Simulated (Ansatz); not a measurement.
# WS2 in Ansatz: reference runs

How does WS2 come out in PBE? The cell is run as given and disturbed.

All numbers are computed with Ansatz 0.2.0; they aren't measurements. Logs are shortened: lines on timing, memory, paths and dates and some standing lists are left out, and cuts for length are marked.

## 1. Starting point

The cell holds a slab with vacuum, 9 atoms: a = 3.183 Å, b = 3.183 Å, c = 28.532 Å, α = 90.00°, β = 90.00°, γ = 120.00°.

## 2. Single point, PBE

Input file input.yaml:

```yaml
crystal:
  lattice:
    - [3.1829541699, 0.0, 0.0]
    - [-1.591477085, 2.7565191702, 0.0]
    - [0.0, 0.0, 28.53221786]
  atoms:
    - { symbol: W, position: [0.6666666667, 0.3333333333, 0.43436168] }
    - { symbol: W, position: [0.6666666667, 0.3333333333, 0.88553378] }
    - { symbol: W, position: [0.0, 0.0, 0.65928643] }
    - { symbol: S, position: [0.6666666667, 0.3333333333, 0.60462521] }
    - { symbol: S, position: [0.0, 0.0, 0.37971025] }
    - { symbol: S, position: [0.0, 0.0, 0.83084828] }
    - { symbol: S, position: [0.6666666667, 0.3333333333, 0.71395221] }
    - { symbol: S, position: [0.0, 0.0, 0.48903042] }
    - { symbol: S, position: [0.0, 0.0, 0.94018573] }
kpoints:
  mp_grid: { grid: [10, 10, 1] }
scf:
  occupations: { method: fermi_dirac, width: 0.05 }
hamiltonian:
  xc: pbe
  pseudopotentials: { kind: all_electron, lapw: { basis_error: 0.001 } }
output:
  forces: true
  stress: true
  eigenvalues: true
  populations: true
```

Potentials or basis: all-electron LAPW, scalar-relativistic.

The run is started by

```bash
> ansatz run input.yaml --threads 8 --pin off --max-ram 24576MiB --backend cpu --events-out ev --progress --plain --runs-dir out
```

Standard output:

```text
Warning: RAYON_NUM_THREADS=8 ignored (pool sized by the plan → 8); use --threads N
W: projections on atomic orbitals take those of the free atom 1s2 2s2 2p6 3s2 3p6 3d10 4s2 4p6 4d10 4f14 5s2 5p6 5d4 6s2, of charge +0.00 (hamiltonian.pseudopotentials.projection_atoms)
S: projections on atomic orbitals take those of the free atom 1s2 2s2 2p6 3s2 3p4, of charge +0.00 (hamiltonian.pseudopotentials.projection_atoms)
LAPW: plane waves up to 8.621 Å⁻¹, error target 1.0e-3 eV per atom; small_component_spin mean_spin; S in spheres of 1.034 Å, 14 of its electrons in bands, Dirac shells []; W in spheres of 1.376 Å, 44 of its electrons in bands, Dirac shells [] (how accurate: hamiltonian.pseudopotentials.lapw.basis_error, Limitations)
Engine: ansatz 0.2.0, x86_64-unknown-linux-gnu
Pseudopotentials: kind: all_electron
Pseudopotential: W, LAPW, valence charge 44, lapw/all_electron/scalar/gaussian/W, Koelling and Harmon's equation, gaussian nucleus
Pseudopotential: S, LAPW, valence charge 14, lapw/all_electron/scalar/gaussian/S, Koelling and Harmon's equation, gaussian nucleus
Functional definition: PBE
  parameter kappa = 0.804
  parameter beta = 0.06672455060314922
  exchange = pbe_x(kappa = kappa, mu = beta*pi^2/3)
  correlation = pbe_c(beta = beta)
Crystal: 9 atoms, lattice volume = 250.338 Å³
Basis set: ecut = 283.1693765564856 eV, 2749 PW (Γ), exchange–correlation at level 2
Bands: 130, of which v1, the nominal top of the filled ones, is band 108 counted from 1 (107 counted from 0)
Symmetry: 6 space group operations
Space group: P3m1 (ITA 156), of the structure as read, at distance tolerance 6.3e-5 Å
k-points: 14 of 100 (time reversal used)
Non-local potential: W, projectors of the file, none
Non-local potential: S, projectors of the file, none
Initial density: superposition of atomic densities (neutral atoms: chi_scale 0, normalization atom)
Initial wavefunctions: plane waves of lowest kinetic energy (no species holds an atomic orbital)
Functional: x = pbe(κ = 0.804, μ = 0.2195149727645171), c = pbe(β = 0.06672455060314922)
iter 1 solved again at ethr=1.26e-3 eV; its pass at ethr=1.00e-1 eV (dr2=2.72e0 eV) is discarded
[... 22 lines left out ...]
--- Per-component energies (eV) ---
  E_band       = -23557.469053
  E_kinetic    = 1541120.211694
  E_xc         = -30690.110888
  E_electrostatic = -2893220.230462  (all electrons and nuclei)
  E_smearing   = -0.000000  (= −TS)
  E_closure    = 0.000000  (closes the sum)
  E_atoms      = -1382723.860516  (free atoms, spherical and without spin; not in F)
  Σ components = -1382790.129656   (vs F -1382790.129656, Δ=0.00e0)
  Basis errors (estimates in eV, not in F): energy 4.7e-4 per atom: plane waves 4.2e-4 (2.4e-4 summed), levels above the bands 1.4e-68, relativity 2.8e-8, radial functions 4.5e-5, core shells 2.1e-8; eigenvalues (radial functions only) 1.6e-6; not estimated: angular momenta, meshes, grids; target (lapw.basis_error) 1.0e-3; muffin-tin radii S 1.034 Å, W 1.376 Å
--- Forces (eV/Å), atoms counted from 1 ---
  atom   1  W     -0.00000000    -0.00000000    -0.01170608
  atom   2  W     -0.00000000     0.00000000     0.00208290
  atom   3  W      0.00000000    -0.00000000     0.00410737
  atom   4  S     -0.00000000     0.00000000    -0.20993584
  atom   5  S     -0.00000000     0.00000000    -0.26941673
  atom   6  S     -0.00000000     0.00000000    -0.20436381
  atom   7  S      0.00000000    -0.00000000     0.21397686
  atom   8  S      0.00000000    -0.00000000     0.20697598
  atom   9  S      0.00000000    -0.00000000     0.26824746
  max |Σ_I F_I| component: 3.19e-5 eV/Å
--- Stress (GPa, compression-positive) ---
        0.947971       0.000000       0.000000
        0.000000       0.947971      -0.000000
        0.000000      -0.000000       1.951761
  P = ⅓ Tr σ = 1.2826 GPa (12.826 kbar)
--- Band table (eV; the first three rows and the last of 14) ---
  k-point 0: bands = ["-411.3367", "-411.3361", "-411.3361", "-411.3351", "-411.3351", "-411.3345", "-411.3345", "-411.3345", "-411.3345", "-226.4013", "-226.4013", "-226.3997", "-226.3997", "-226.3997", "-226.3997", "-226.3918", "-226.3918", "-226.3903", "-226.3903", "-226.3902", "-226.3902", "-226.3798", "-226.3783", "-226.3783", "-198.7642", "-198.7637", "-198.7617", "-198.7608", "-198.7567", "-198.7562", "-143.5540", "-143.5540", "-143.5535", "-143.5535", "-143.5515", "-143.5515", "-143.5507", "-143.5507", "-143.5472", "-143.5472", "-143.5467", "-143.5467", "-143.5092", "-143.5086", "-143.5068", "-143.5058", "-143.5005", "-143.5001", "-67.2866", "-67.2850", "-67.2848", "-31.5762", "-31.5744", "-31.5742", "-31.4251", "-31.4251", "-31.4234", "-31.4234", "-31.4231", "-31.4231", "-21.5734", "-21.5734", "-21.5718", "-21.5718", "-21.5717", "-21.5717", "-21.5671", "-21.5656", "-21.5655", "-21.5514", "-21.5514", "-21.5498", "-21.5498", "-21.5498", "-21.5498", "-21.5493", "-21.5478", "-21.5477", "-21.5477", "-21.5461", "-21.5461", "-8.1873", "-8.1400", "-8.0989", "-6.5582", "-6.4661", "-6.3854", "0.0300", "0.2737", "0.5222", "3.7409", "3.7409", "3.7459", "3.7459", "3.7481", "3.7481", "4.0062", "4.5404", "4.9808", "4.9808", "4.9929", "4.9929", "5.0002", "5.0002", "5.1660", "6.4045", "6.7916", "7.0933", "9.5314", "9.5314", "9.5376", "9.5376", "9.5402", "9.5402", "9.6815", "9.6815", "9.7205", "9.7205", "9.7513", "9.7513", "11.6869", "11.7936", "11.9588", "12.1517", "12.3639", "13.6823", "15.1552", "15.2123", "15.3037", "15.3457"]
  k-point 1: bands = ["-411.3367", "-411.3361", "-411.3361", "-411.3351", "-411.3351", "-411.3345", "-411.3345", "-411.3345", "-411.3345", "-226.4013", "-226.4013", "-226.3997", "-226.3997", "-226.3997", "-226.3997", "-226.3918", "-226.3918", "-226.3903", "-226.3903", "-226.3902", "-226.3902", "-226.3798", "-226.3783", "-226.3783", "-198.7642", "-198.7637", "-198.7617", "-198.7608", "-198.7567", "-198.7562", "-143.5540", "-143.5540", "-143.5535", "-143.5535", "-143.5515", "-143.5515", "-143.5507", "-143.5507", "-143.5472", "-143.5472", "-143.5467", "-143.5467", "-143.5092", "-143.5086", "-143.5068", "-143.5058", "-143.5005", "-143.5001", "-67.2850", "-67.2834", "-67.2832", "-31.5703", "-31.5685", "-31.5683", "-31.4578", "-31.4561", "-31.4557", "-31.4327", "-31.4310", "-31.4307", "-21.5735", "-21.5729", "-21.5719", "-21.5719", "-21.5713", "-21.5713", "-21.5661", "-21.5646", "-21.5645", "-21.5520", "-21.5516", "-21.5504", "-21.5504", "-21.5504", "-21.5500", "-21.5500", "-21.5488", "-21.5487", "-21.5472", "-21.5457", "-21.5456", "-8.0233", "-7.9761", "-7.9350", "-6.4955", "-6.4072", "-6.3305", "0.2236", "0.4657", "0.7148", "3.3260", "3.3338", "3.3376", "3.6587", "3.9000", "3.9067", "3.9097", "4.0114", "4.2703", "4.7289", "4.7425", "4.7510", "5.0928", "5.2382", "5.5445", "6.3648", "6.6590", "6.8640", "9.3152", "9.3650", "9.4114", "9.4126", "9.4871", "9.5187", "9.5282", "9.5723", "9.6126", "9.8268", "9.8435", "9.8517", "12.0277", "12.2525", "12.6317", "12.7949", "12.8509", "13.8989", "15.3448", "15.4813", "15.7537", "15.8453"]
  k-point 2: bands = ["-411.3367", "-411.3361", "-411.3361", "-411.3351", "-411.3351", "-411.3345", "-411.3345", "-411.3345", "-411.3345", "-226.4013", "-226.4013", "-226.3997", "-226.3997", "-226.3997", "-226.3997", "-226.3918", "-226.3918", "-226.3903", "-226.3903", "-226.3902", "-226.3902", "-226.3798", "-226.3783", "-226.3783", "-198.7642", "-198.7637", "-198.7617", "-198.7608", "-198.7567", "-198.7562", "-143.5540", "-143.5540", "-143.5535", "-143.5535", "-143.5515", "-143.5515", "-143.5507", "-143.5507", "-143.5472", "-143.5472", "-143.5467", "-143.5467", "-143.5092", "-143.5086", "-143.5068", "-143.5058", "-143.5005", "-143.5001", "-67.2808", "-67.2792", "-67.2790", "-31.5548", "-31.5530", "-31.5527", "-31.5425", "-31.5408", "-31.5404", "-31.4525", "-31.4508", "-31.4505", "-21.5738", "-21.5722", "-21.5721", "-21.5717", "-21.5701", "-21.5700", "-21.5636", "-21.5620", "-21.5619", "-21.5542", "-21.5535", "-21.5526", "-21.5525", "-21.5519", "-21.5519", "-21.5512", "-21.5497", "-21.5496", "-21.5460", "-21.5445", "-21.5444", "-7.5669", "-7.5208", "-7.4805", "-6.3215", "-6.2446", "-6.1792", "0.7129", "0.9410", "1.1799", "2.4526", "2.4738", "2.4956", "2.9962", "3.2175", "3.3706", "4.1902", "4.2055", "4.2168", "4.3210", "4.3330", "4.3394", "4.9714", "5.1675", "5.4364", "6.0644", "6.1500", "6.1938", "8.8037", "9.0129", "9.2550", "9.2738", "9.3041", "9.3483", "9.5085", "9.6712", "9.7730", "10.4320", "10.4716", "10.5026", "12.6205", "12.8677", "13.7704", "14.0244", "14.0581", "14.5947", "15.4808", "15.5248", "15.6698", "15.7713"]
  k-point 13: bands = ["-411.3367", "-411.3361", "-411.3361", "-411.3351", "-411.3351", "-411.3345", "-411.3345", "-411.3345", "-411.3345", "-226.4013", "-226.4013", "-226.3997", "-226.3997", "-226.3997", "-226.3997", "-226.3918", "-226.3918", "-226.3903", "-226.3903", "-226.3902", "-226.3902", "-226.3798", "-226.3783", "-226.3783", "-198.7642", "-198.7637", "-198.7617", "-198.7608", "-198.7567", "-198.7562", "-143.5540", "-143.5540", "-143.5535", "-143.5535", "-143.5515", "-143.5515", "-143.5507", "-143.5507", "-143.5472", "-143.5472", "-143.5467", "-143.5467", "-143.5092", "-143.5086", "-143.5068", "-143.5058", "-143.5005", "-143.5001", "-67.2680", "-67.2664", "-67.2662", "-31.6900", "-31.6883", "-31.6879", "-31.6187", "-31.6170", "-31.6166", "-31.5073", "-31.5056", "-31.5053", "-21.5727", "-21.5710", "-21.5710", "-21.5699", "-21.5683", "-21.5682", "-21.5629", "-21.5614", "-21.5613", "-21.5560", "-21.5557", "-21.5549", "-21.5545", "-21.5544", "-21.5541", "-21.5540", "-21.5533", "-21.5533", "-21.5425", "-21.5409", "-21.5409", "-5.7719", "-5.7581", "-5.7508", "-5.6149", "-5.6009", "-5.5951", "0.9104", "0.9436", "0.9727", "1.0912", "1.1153", "1.1217", "2.3401", "2.3483", "2.3522", "2.7117", "2.7624", "2.8548", "3.2402", "3.3765", "3.4170", "4.3397", "4.3855", "4.4652", "6.4434", "6.4867", "6.5253", "8.6359", "8.6447", "8.6491", "9.7675", "10.0389", "10.3349", "10.4282", "10.5615", "10.6224", "11.9588", "12.0633", "12.1886", "13.2314", "13.3041", "13.3175", "13.6786", "14.0510", "14.5342", "15.7723", "15.8357", "16.0341", "16.6601"]
--- Löwdin populations: 9 sites ---
  site symbol       q [e]
     0      W     73.5174
     1      W     73.5171
     2      W     73.5189
     3      S     16.1244
     4      S     16.1233
     5      S     16.1253
     6      S     16.1244
     7      S     16.1251
     8      S     16.1233
  spilling = 0.002203 (of n_electrons = 318.000000)
```

Wall time 33 s (8 threads of Intel Xeon Platinum 8488C (Sapphire Rapids), shared host); peak memory 2.1 GiB.

What came out:

* Free energy: -1382790.1297 eV
* Largest force: 0.269 eV/Å
* Band gap on the k mesh: 1.47 eV, indirect (least direct gap 2.11 eV)

Forces on the atoms (eV/Å):
```
W    0.000  0.000 -0.012
W    0.000  0.000  0.002
W    0.000  0.000  0.004
S    0.000  0.000 -0.210
S    0.000  0.000 -0.269
S    0.000  0.000 -0.204
S    0.000  0.000  0.214
S    0.000  0.000  0.207
S    0.000  0.000  0.268
```

Stress tensor (GPa, compression positive):
```
0.95 0.00 0.00
0.00 0.95 0.00
0.00 0.00 1.95
```

Levels at points of the mesh, in eV from the valence-band top:
```tsv
k point	band 104	band 105	band 106	band 107	band 108	band 109	band 110	band 111	band 112	band 113
(0.00, 0.00, 0.00)	-2.09	-1.93	-0.69	-0.30	0.00	2.44	2.44	2.44	2.44	2.45
(0.00, -0.50, 0.00)	-1.74	-1.71	-1.41	-1.37	-1.34	2.39	2.40	2.41	2.80	2.87
```

Caveat: spin-orbit coupling is left out, which moves the levels of the heavy elements.

[end of part 1 of 2]
